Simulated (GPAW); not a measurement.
# free-standing triangular Ru monolayer, spacing 3.288 A: a list in the functional

Two starts of free-standing triangular Ru monolayer, spacing 3.288 A are run at each set of the functional. What moves?

Calculated with GPAW 26.7.0; several functionals; plane waves with GPAW's PAW setups, scalar-relativistic.

## Step 1: The structure

The cell holds 1 atom: 1 Ru. Cell: a = 3.288 Å, b = 3.288 Å, c = 14.000 Å, α = 90.0°, β = 90.0°, γ = 120.0°. model lattice. Vacuum lies along c.

As a file:

```
Ru
1.0
     3.28800    0.00000    0.00000
    -1.64400    2.84749    0.00000
     0.00000    0.00000   14.00000
Ru
1
Cartesian
  0.0000 0.0000 7.0000
```

## Step 2: Set 1 (LDA), start ferro +

Each set takes another functional on the same cell and mesh.

File order1.py:

```python
import json
import numpy as np
from ase import Atoms
from ase.parallel import paropen, parprint
from gpaw import GPAW

atoms = Atoms(['Ru'],
    cell=[[3.288, 0.0, 0.0],
         [-1.644, 2.847492, 0.0],
         [0.0, 0.0, 14.0]],
    scaled_positions=[[0.0, 0.0, 0.5]],
    pbc=True,
    magmoms=[1.5])
atoms.calc = GPAW(mode={'name': 'pw', 'ecut': 550},
    xc='LDA',
    kpts={'size': (10, 10, 1), 'gamma': True},
    occupations={'name': 'marzari-vanderbilt', 'width': 0.1},
    convergence={'density': 0.0001, 'energy': 1e-05},
    maxiter=200,
    symmetry={'tolerance': 1e-4},
    txt='order1.txt')
e = atoms.get_potential_energy(force_consistent=True)
res = {'free_energy': e, 'energy_sigma0': atoms.get_potential_energy(), 'fermi_energy': atoms.calc.get_fermi_level()}
res['moments'] = atoms.get_magnetic_moments().tolist()
res['total'] = atoms.get_magnetic_moment()
parprint('site moments (muB):', np.round(res['moments'], 3))
parprint(f"total moment: {res['total']:.3f} muB")
parprint(f'free energy: {e:.6f} eV')
atoms.calc.write('order1.gpw')
with paropen('results.json', 'w') as f:
    json.dump(res, f)
```

Started as:

```console
OMP_NUM_THREADS=1 python3 order1.py > order1.log
```

Log:

```text
site moments (muB): [2.394]
total moment: 2.732 muB
free energy: -5.574762 eV

--- order1.txt ---
Input parameters:
  mode=PW(ecut=550),
  convergence={'density': 0.0001, 'energy': 1e-05},
  kpts=MonkhorstPack(size=(10, 10, 1), gamma=True),
  maxiter=200,
  occupations=Occupations(name='marzari-vanderbilt', width=0.1),
  symmetry=Symmetry(tolerance=0.0001),
  xc=XC(name='LDA')

Diagonalizing LCAO Hamiltonian
Converting LCAO to pw mode

       Ru

Atoms  # Å, Bohr magnetons
|   | symbol |        x |        y |        z |    initial magnetic moments |
|---|--------|----------|----------|----------|-----------------------------|
| 0 |     Ru | 0.000000 | 0.000000 | 7.000000 | ( 0.0000,  0.0000,  1.5000) |

Unit cell  # Å
| periodic |         x |        y |         z |   lengths |     angles |
|----------|-----------|----------|-----------|-----------|------------|
|      yes |  3.288000 | 0.000000 |  0.000000 |  3.288000 |  90.000000 |
|      yes | -1.644000 | 2.847492 |  0.000000 |  3.288000 |  90.000000 |
|      yes |  0.000000 | 0.000000 | 14.000000 | 14.000000 | 119.999996 |

Number of symmetries: 24

BZ-sampling:
  Number of BZ points: 100
  Number of IBZ points: 14

  Monkhorst-Pack size: [10, 10, 1]
  Monkhorst-Pack shift: [0.05, 0.05, 0.0]

Plane wave coefficients: 3893
Cutoff: 550.0 eV

Spin-components: 2 (collinear spins)
Bands:           13
Projectors:      6
Spin-degeneracy: 1
Datatype:        complex128

Parallelization:
  kpt:    1
  domain: 1
  band:   1

Density:
  Valence electrons: 16.0
  Components: 2
  Grid points: [18 18 80]
  Charge: 0.0  # |e|

Potential:
  Grid points: [18 18 80]

[... setups left out ...]
Reference energy: -123123.414955  # eV

eigensolver:
  PPCG
  Converge bands: occupied
  niter=2

density mixing:
  MSR1-Mixer
  Pratt-step length: 0.05
  Maximum mixing coefficient: 0.75
  Old densities: 10
  SVD Regularization: 0.005
  Good broyden scale: 1.0
  Trust region scale: 1.0
  Backstep threshold: 4.0
  History deletion threshold: 6.0
  Fourier metric: weight=20.0, sigma=0.015

occupation numbers:
  Marzari-Vanderbilt:
    width: 0.1000  # eV

poisson solver:
  ecut: 4400.0  # eV

xc functional:
  name: None

convergence criteria:
- Maximum integral of absolute [dens]ity change: 0.0001 electrons / valence electron
- Maximum [total energy] change in last 3 cyles: 1e-05 eV / valence electron
- Maximum integral of absolute [eigenst]ate change: 4e-08 eV^2 / valence electron
maximum number of iterations: 200

SCF iterations
|iter     |      energy | eigst |  dens |  magmom |
|---------|-------------|-------|-------|---------|
|iter:   1|       0s |   -5.823610 | +0.34 |       |  +1.4942|
|iter:   2|       1s |   -5.640855 | -0.90 | -0.80 |  +1.5297|
|iter:   3|       2s |   -5.449792 | -0.89 | -0.85 |  +1.9341|
|iter:   4|       3s |   -5.526133 | -1.94 | -1.25 |  +2.2223|
|iter:   5|       4s |   -5.572002 | -2.16 | -1.41 |  +2.6765|
|iter:   6|       5s |   -5.574180 | -2.98 | -1.94 |  +2.6953|
|iter:   7|       6s |   -5.574621 | -3.70 | -2.26 |  +2.7165|
|iter:   8|       7s |   -5.574745 | -4.27 | -2.78 |  +2.7325|
|iter:   9|       8s |   -5.574761c| -4.91 | -3.05 |  +2.7320|
|iter:  10|      10s |   -5.574762c| -5.39 | -3.95 |  +2.7322|
|iter:  11|      11s |   -5.574762c| -5.90 | -4.23c|  +2.7323|
|iter:  12|      11s |   -5.574762c| -6.32 | -5.24c|  +2.7323|
|iter:  13|      12s |   -5.574762c| -6.83 | -5.66c|  +2.7323|
|iter:  14|      13s |   -5.574762c| -7.22 | -6.26c|  +2.7323|
|iter:  15|      14s |   -5.574762c| -7.63c| -6.86c|  +2.7323|

Converged in 15 steps
Energy contributions relative to reference atoms: (reference = -123123.414955)

Energy contributions:
  Kinetic:         -13.351779
  Coulomb:           9.804417
  Zero:             -0.402858
  External:          0.000000
  Xc:               -1.621696
  Entropy:          -0.002846
  Spinorbit:         0.000000
  ----------------------------
  Free energy:      -5.574762
  Extrapolated:     -5.574762

dipole moment: (-5.666554, -9.814760, -0.000000)  # |e|*Ang

Total magnetic moment: (0.000000, 0.000000, 2.732306)

Local magnetic moments
|        x |        y |        z |
|----------|----------|----------|
| 0.000000 | 0.000000 | 2.394300 |  # Ru   0

Fermi level: -3.042
Eigenvalues  # (at kpt = [0.000, 0.000, 0.000])
| band index |      eig [eV] | occ [0-1] |      eig [eV] | occ [0-1] |
|------------|---------------|-----------|---------------|-----------|
|          0 |       -75.751 |     1.000 |       -74.112 |     1.000 |
|          1 |       -46.124 |     1.000 |       -44.226 |     1.000 |
|          2 |       -45.678 |     1.000 |       -44.059 |     1.000 |
|          3 |       -45.678 |     1.000 |       -44.059 |     1.000 |
|          4 |        -6.625 |     1.000 |        -5.943 |     1.000 |
|          5 |        -4.918 |     1.000 |        -3.259 |     1.028 |
|          6 |        -4.554 |     1.000 |        -3.174 |     1.081 |
|          7 |        -4.554 |     1.000 |        -3.174 |     1.081 |
|          8 |        -3.975 |     1.000 |        -2.241 |     0.000 |
|          9 |        -3.975 |     1.000 |        -2.241 |     0.000 |
|         10 |        -1.592 |     0.000 |        -1.135 |     0.000 |
|         11 |         1.555 |     0.000 |         1.647 |     0.000 |
|         12 |         2.704 |     0.000 |         2.793 |     0.000 |

No gap
No difference between direct/indirect transitions
```

It took 18 s on 1 MPI rank of Intel Xeon 6975P-C (Granite Rapids), shared host; peak memory 0.21 GiB.

This step gave:

```yaml
magnetization: 2.732 μB
final_state: ferromagnetic
largest_moment: 2.394 μB
```

After 15 cycles the largest moment stands at 2.39 μB.

## Step 3: Set 1 (LDA), start antiferro q=(0,1/2,0) +-

The second start gives the energy difference between the two end states, the quantity that is followed from set to set. Its q is in fractions of the reciprocal vectors of the first run's cell.

order2.py is the script of step 2 with these lines changed:

```diff
@@ -6,12 +6,13 @@
 
-atoms = Atoms(['Ru'],
+atoms = Atoms(['Ru', 'Ru'],
     cell=[[3.288, 0.0, 0.0],
-         [-1.644, 2.847492, 0.0],
+         [-3.288, 5.694984, 0.0],
          [0.0, 0.0, 14.0]],
-    scaled_positions=[[0.0, 0.0, 0.5]],
+    scaled_positions=[[0.0, 0.0, 0.5],
+         [0.0, 0.5, 0.5]],
     pbc=True,
-    magmoms=[1.5])
+    magmoms=[1.5, -1.5])
 atoms.calc = GPAW(mode={'name': 'pw', 'ecut': 550},
     xc='LDA',
-    kpts={'size': (10, 10, 1), 'gamma': True},
+    kpts={'size': (10, 5, 1), 'gamma': True},
     occupations={'name': 'marzari-vanderbilt', 'width': 0.1},
@@ -20,3 +21,3 @@
     symmetry={'tolerance': 1e-4},
-    txt='order1.txt')
+    txt='order2.txt')
 e = atoms.get_potential_energy(force_consistent=True)
@@ -28,3 +29,3 @@
 parprint(f'free energy: {e:.6f} eV')
-atoms.calc.write('order1.gpw')
+atoms.calc.write('order2.gpw')
 with paropen('results.json', 'w') as f:
```

Started as:

```console
OMP_NUM_THREADS=1 python3 order2.py > order2.log
```

Log:

```text
site moments (muB): [ 2.18 -2.18]
total moment: 0.000 muB
free energy: -10.850562 eV

--- order2.txt ---
Input parameters:
  mode=PW(ecut=550),
  convergence={'density': 0.0001, 'energy': 1e-05},
  kpts=MonkhorstPack(size=(10, 5, 1), gamma=True),
  maxiter=200,
  occupations=Occupations(name='marzari-vanderbilt', width=0.1),
  symmetry=Symmetry(tolerance=0.0001),
  xc=XC(name='LDA')

Diagonalizing LCAO Hamiltonian
Converting LCAO to pw mode

         Ru
           Ru

Atoms  # Å, Bohr magnetons
|   | symbol |         x |        y |        z |    initial magnetic moments |
|---|--------|-----------|----------|----------|-----------------------------|
| 0 |     Ru |  0.000000 | 0.000000 | 7.000000 | ( 0.0000,  0.0000,  1.5000) |
| 1 |     Ru | -1.644000 | 2.847492 | 7.000000 | ( 0.0000,  0.0000, -1.5000) |

Number of symmetries: 4

BZ-sampling:
  Number of BZ points: 50
  Number of IBZ points: 26

  Monkhorst-Pack size: [10, 5, 1]
  Monkhorst-Pack shift: [0.05, 0.0, 0.0]

Plane wave coefficients: 7737
Cutoff: 550.0 eV

Spin-components: 2 (collinear spins)
Bands:           24
Projectors:      12
Spin-degeneracy: 1
Datatype:        complex128

Parallelization:
  kpt:    1
  domain: 1
  band:   1

Density:
  Valence electrons: 32.0
  Components: 2
  Grid points: [18 36 80]
  Charge: 0.0  # |e|

Potential:
  Grid points: [18 36 80]

[... setups left out ...]
Reference energy: -246246.829911  # eV

convergence criteria:
- Maximum integral of absolute [dens]ity change: 0.0001 electrons / valence electron
- Maximum [total energy] change in last 3 cyles: 1e-05 eV / valence electron
[...]
|iter:  13|      84s |  -10.850561c| -6.33 | -4.36c|  +0.0000|
|iter:  14|      91s |  -10.850561c| -6.76 | -4.56c|  -0.0000|
|iter:  15|      97s |  -10.850562c| -7.12 | -4.79c|  +0.0000|
|iter:  16|     102s |  -10.850562c| -7.49c| -5.20c|  +0.0000|

Converged in 16 steps
Energy contributions relative to reference atoms: (reference = -246246.829911)

Energy contributions:
  Kinetic:         -28.401553
  Coulomb:          20.880158
  Zero:             -0.771705
  External:          0.000000
  Xc:               -2.548843
  Entropy:          -0.008618
  Spinorbit:         0.000000
  ----------------------------
  Free energy:     -10.850562
  Extrapolated:    -10.850562

dipole moment: (-11.348589, -19.656335, 0.000003)  # |e|*Ang

Total magnetic moment: (0.000000, 0.000000, 0.000002)

Local magnetic moments
|        x |        y |         z |
|----------|----------|-----------|
| 0.000000 | 0.000000 |  2.179505 |  # Ru   0
| 0.000000 | 0.000000 | -2.179504 |  # Ru   1

Fermi level: -2.982
Eigenvalues  # (at kpt = [0.000, 0.000, 0.000])
| band index |      eig [eV] | occ [0-1] |      eig [eV] | occ [0-1] |
|------------|---------------|-----------|---------------|-----------|
|          0 |       -75.737 |     1.000 |       -75.737 |     1.000 |
|        ... |               |           |               |           |
|          7 |       -44.192 |     1.000 |       -44.192 |     1.000 |
|          8 |        -6.275 |     1.000 |        -6.275 |     1.000 |
|          9 |        -5.321 |     1.000 |        -5.321 |     1.000 |
|         10 |        -4.885 |     1.000 |        -4.885 |     1.000 |
[...]
|         20 |        -0.743 |     0.000 |        -0.743 |     0.000 |
|         21 |         1.306 |     0.000 |         1.306 |     0.000 |
|         22 |         1.612 |     0.000 |         1.612 |     0.000 |
|         23 |         2.731 |     0.000 |         2.731 |     0.000 |

No gap
No difference between direct/indirect transitions
```

It took 1.9 min on 1 MPI rank; peak memory 0.44 GiB.

Read from the output:

| Item | Value |
| --- | --- |
| magnetization | 0 μB |
| final state | antiferromagnetic |
| largest moment | 2.180 μB |

This start lies +149.5 meV a seeded atom from the first; its largest moment is 2.18 μB.

## Step 4: Set 2 (revPBE), start ferro +

order1.py is the script of step 2 with these lines changed:

```diff
@@ -14,3 +14,3 @@
 atoms.calc = GPAW(mode={'name': 'pw', 'ecut': 550},
-    xc='LDA',
+    xc='revPBE',
     kpts={'size': (10, 10, 1), 'gamma': True},
```

Started as:

```console
OMP_NUM_THREADS=1 python3 order1.py > order1.log
```

Log:

```text
site moments (muB): [2.467]
total moment: 2.741 muB
free energy: -5.075487 eV

--- order1.txt ---
Input parameters:
  mode=PW(ecut=550),
  convergence={'density': 0.0001, 'energy': 1e-05},
  kpts=MonkhorstPack(size=(10, 10, 1), gamma=True),
  maxiter=200,
  occupations=Occupations(name='marzari-vanderbilt', width=0.1),
  symmetry=Symmetry(tolerance=0.0001),
  xc=XC(name='revPBE')

Diagonalizing LCAO Hamiltonian
[...]
|          3 |       -45.251 |     1.000 |       -43.472 |     1.000 |
|          4 |        -5.893 |     1.000 |        -5.365 |     1.000 |
[...]
|          9 |        -3.589 |     1.000 |        -1.594 |     0.000 |
|         10 |        -1.089 |     0.000 |        -0.581 |     0.000 |
|         11 |         1.457 |     0.000 |         1.596 |     0.000 |
|         12 |         2.577 |     0.000 |         2.727 |     0.000 |

No gap
No difference between direct/indirect transitions


[key lines of the parts left out:]
Free energy:      -5.075487
Converged in 15 steps
dipole moment: (-5.634039, -9.758444, -0.000000)  # |e|*Ang
Fermi level: -2.338
```

Run time: 19 s. Hardware: 1 MPI rank; peak memory 0.21 GiB.

Read from the output:

| Quantity | Value |
| --- | --- |
| magnetization | 2.741 μB |
| final state | ferromagnetic |
| largest moment | 2.467 μB |

The largest moment moves by +0.07 μB from set 1, at 1.1 times its CPU time.

## Step 5: Set 2 (revPBE), start antiferro q=(0,1/2,0) +-

order2.py is the script of step 3 with these lines changed:

```diff
@@ -15,3 +15,3 @@
 atoms.calc = GPAW(mode={'name': 'pw', 'ecut': 550},
-    xc='LDA',
+    xc='revPBE',
     kpts={'size': (10, 5, 1), 'gamma': True},
```

Started as:

```console
OMP_NUM_THREADS=1 python3 order2.py > order2.log
```

Log:

```text
site moments (muB): [ 2.376 -2.376]
total moment: 0.000 muB
free energy: -9.867565 eV

--- order2.txt ---
Input parameters:
  mode=PW(ecut=550),
  convergence={'density': 0.0001, 'energy': 1e-05},
  kpts=MonkhorstPack(size=(10, 5, 1), gamma=True),
  maxiter=200,
  occupations=Occupations(name='marzari-vanderbilt', width=0.1),
  symmetry=Symmetry(tolerance=0.0001),
  xc=XC(name='revPBE')

Diagonalizing LCAO Hamiltonian
[...]
|          9 |        -4.888 |     1.000 |        -4.888 |     1.000 |
|         10 |        -4.756 |     1.000 |        -4.756 |     1.000 |
[...]
|         20 |        -0.238 |     0.000 |        -0.238 |     0.000 |
|         21 |         1.532 |     0.000 |         1.532 |     0.000 |
|         22 |         1.946 |     0.000 |         1.946 |     0.000 |
|         23 |         2.635 |     0.000 |         2.635 |     0.000 |

No gap
No difference between direct/indirect transitions


[key lines of the parts left out:]
Free energy:      -9.867565
Converged in 24 steps
dipole moment: (-11.282651, -19.542125, 0.000003)  # |e|*Ang
Fermi level: -2.337
```

Run time: 2.8 min. Hardware: 1 MPI rank; peak memory 0.45 GiB.

Numbers from this step:

* magnetization: 0 μB
* final state: antiferromagnetic
* largest moment: 2.376 μB

This start lies +141.7 meV a seeded atom from the first, a change of -7.8 meV since set 1; its largest moment is 2.38 μB.

## Step 6: Set 3 (PBE), start ferro +

order1.py is the script of step 4 with these lines changed:

```diff
@@ -14,3 +14,3 @@
 atoms.calc = GPAW(mode={'name': 'pw', 'ecut': 550},
-    xc='revPBE',
+    xc='PBE',
     kpts={'size': (10, 10, 1), 'gamma': True},
```

Started as:

```console
OMP_NUM_THREADS=1 python3 order1.py > order1.log
```

Log:

```text
site moments (muB): [2.457]
total moment: 2.742 muB
free energy: -5.265099 eV

--- order1.txt ---
Input parameters:
  mode=PW(ecut=550),
  convergence={'density': 0.0001, 'energy': 1e-05},
  kpts=MonkhorstPack(size=(10, 10, 1), gamma=True),
  maxiter=200,
  occupations=Occupations(name='marzari-vanderbilt', width=0.1),
  symmetry=Symmetry(tolerance=0.0001),
  xc=XC(name='PBE')

Diagonalizing LCAO Hamiltonian
[...]
|          3 |       -45.392 |     1.000 |       -43.622 |     1.000 |
|          4 |        -6.074 |     1.000 |        -5.517 |     1.000 |
[...]
|          9 |        -3.704 |     1.000 |        -1.746 |     0.000 |
|         10 |        -1.255 |     0.000 |        -0.737 |     0.000 |
|         11 |         1.521 |     0.000 |         1.649 |     0.000 |
|         12 |         2.665 |     0.000 |         2.790 |     0.000 |

No gap
No difference between direct/indirect transitions


[key lines of the parts left out:]
Free energy:      -5.265099
Converged in 15 steps
dipole moment: (-5.640073, -9.768895, -0.000000)  # |e|*Ang
Fermi level: -2.509
```

The job ended after 18 s (1 MPI rank; peak memory 0.21 GiB).

Read from the output:

```yaml
magnetization: 2.742 μB
final_state: ferromagnetic
largest_moment: 2.457 μB
```

The largest moment moves by -0.01 μB from set 2, at 0.93 times its CPU time.

## Step 7: Set 3 (PBE), start antiferro q=(0,1/2,0) +-

order2.py is the script of step 5 with these lines changed:

```diff
@@ -15,3 +15,3 @@
 atoms.calc = GPAW(mode={'name': 'pw', 'ecut': 550},
-    xc='revPBE',
+    xc='PBE',
     kpts={'size': (10, 5, 1), 'gamma': True},
```

Started as:

```console
OMP_NUM_THREADS=1 python3 order2.py > order2.log
```

Log:

```text
site moments (muB): [ 2.361 -2.361]
total moment: -0.000 muB
free energy: -10.237889 eV

--- order2.txt ---
Input parameters:
  mode=PW(ecut=550),
  convergence={'density': 0.0001, 'energy': 1e-05},
  kpts=MonkhorstPack(size=(10, 5, 1), gamma=True),
  maxiter=200,
  occupations=Occupations(name='marzari-vanderbilt', width=0.1),
  symmetry=Symmetry(tolerance=0.0001),
  xc=XC(name='PBE')

Diagonalizing LCAO Hamiltonian
[...]
|          9 |        -5.015 |     1.000 |        -5.015 |     1.000 |
|         10 |        -4.805 |     1.000 |        -4.805 |     1.000 |
[...]
|         20 |        -0.385 |     0.000 |        -0.385 |     0.000 |
|         21 |         1.597 |     0.000 |         1.597 |     0.000 |
|         22 |         1.764 |     0.000 |         1.764 |     0.000 |
|         23 |         2.718 |     0.000 |         2.718 |     0.000 |

No gap
No difference between direct/indirect transitions


[key lines of the parts left out:]
Free energy:     -10.237889
Converged in 20 steps
dipole moment: (-11.296094, -19.565410, 0.000003)  # |e|*Ang
Fermi level: -2.519
```

Wall time 2.3 min (1 MPI rank); peak memory 0.45 GiB.

This step gave:

```yaml
magnetization: 0 μB
final_state: antiferromagnetic
largest_moment: 2.361 μB
```

This start lies +146.2 meV a seeded atom from the first, a change of +4.4 meV since set 2; its largest moment is 2.36 μB.

## Step 8: Set 4 (RPBE), start ferro +

order1.py is the script of step 6 with these lines changed:

```diff
@@ -14,3 +14,3 @@
 atoms.calc = GPAW(mode={'name': 'pw', 'ecut': 550},
-    xc='PBE',
+    xc='RPBE',
     kpts={'size': (10, 10, 1), 'gamma': True},
```

Started as:

```console
OMP_NUM_THREADS=1 python3 order1.py > order1.log
```

Log:

```text
site moments (muB): [2.474]
total moment: 2.741 muB
free energy: -5.041497 eV

--- order1.txt ---
Input parameters:
  mode=PW(ecut=550),
  convergence={'density': 0.0001, 'energy': 1e-05},
  kpts=MonkhorstPack(size=(10, 10, 1), gamma=True),
  maxiter=200,
  occupations=Occupations(name='marzari-vanderbilt', width=0.1),
  symmetry=Symmetry(tolerance=0.0001),
  xc=XC(name='RPBE')

Diagonalizing LCAO Hamiltonian
[...]
|          3 |       -45.258 |     1.000 |       -43.469 |     1.000 |
|          4 |        -5.880 |     1.000 |        -5.361 |     1.000 |
[...]
|          9 |        -3.594 |     1.000 |        -1.582 |     0.000 |
|         10 |        -1.093 |     0.000 |        -0.642 |     0.000 |
|         11 |         1.443 |     0.000 |         1.588 |     0.000 |
|         12 |         2.588 |     0.000 |         2.733 |     0.000 |

No gap
No difference between direct/indirect transitions


[key lines of the parts left out:]
Free energy:      -5.041497
Converged in 15 steps
dipole moment: (-5.631644, -9.754295, -0.000000)  # |e|*Ang
Fermi level: -2.335
```

The job ended after 18 s (1 MPI rank; peak memory 0.21 GiB).

Read from the output:

* magnetization: 2.741 μB
* final state: ferromagnetic
* largest moment: 2.474 μB

The largest moment moves by +0.02 μB from set 3, at 1.0 times its CPU time.

(Continued in part 2 of 2.)

[Logs and program files are shortened in this print: banners, set-up blocks, solver, clock and traceback lines can be left out without a mark of their own.]

[Logs are printed without paths, hosts, clocks, repeated set-up lines and the standing remarks that a program may print on its own settings, such as how far it seeks lower states.]

[Hosts, paths, dates, database ids (printed as entryN), source tags and the programs' standing remarks are cut or masked in the printed files.]

[Where a cell is said to come from a database of computed structures, the database is the Materials Project.]
